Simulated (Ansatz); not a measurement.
TePb, 2 atoms in the cell. It takes space group Fm-3m (No. 225, cubic). Conventional cell: a = 6.462 Å, b = 6.462 Å, c = 6.462 Å, α = 90.00°, β = 90.00°, γ = 90.00°. Pb (site symmetry m-3m) is surrounded by 6 Te at 3.23 Å. Around Te (site symmetry m-3m) lie 6 Pb at 3.23 Å. 

* Program: Ansatz 0.2.0
* Task: band structure
* Functional: PBE
* Potentials or basis: Ansatz PAW earlier set
* Cutoff: 700 eV
* Density cutoff: 2800 eV
* k mesh: 7 × 7 × 7
* Occupations: fermi-dirac, width 0.05 eV
* Spin: no spin polarisation
* Path: [["G", "X", "W", "K", "G", "L", "U", "W", "L", "K"], ["U", "X"]]
* Points for each segment of the path: 14

Potentials or basis: Ansatz PAW earlier set.

Command:

```console
$ ansatz run input.yaml --threads 2 --pin off --max-ram 5120MiB --backend cpu --events-out ev --progress --plain --runs-dir out
```

Hardware: 2 threads of Arm Neoverse V2 (shared host).

**Question.** Estimate the wall time of this run.

**Answer.** Wall time 6.2 s on 2 threads of Arm Neoverse V2 (shared host), peak memory 0.52 GiB. Counts: scf iterations 7, plane waves 2741, k points 20, bands 25.
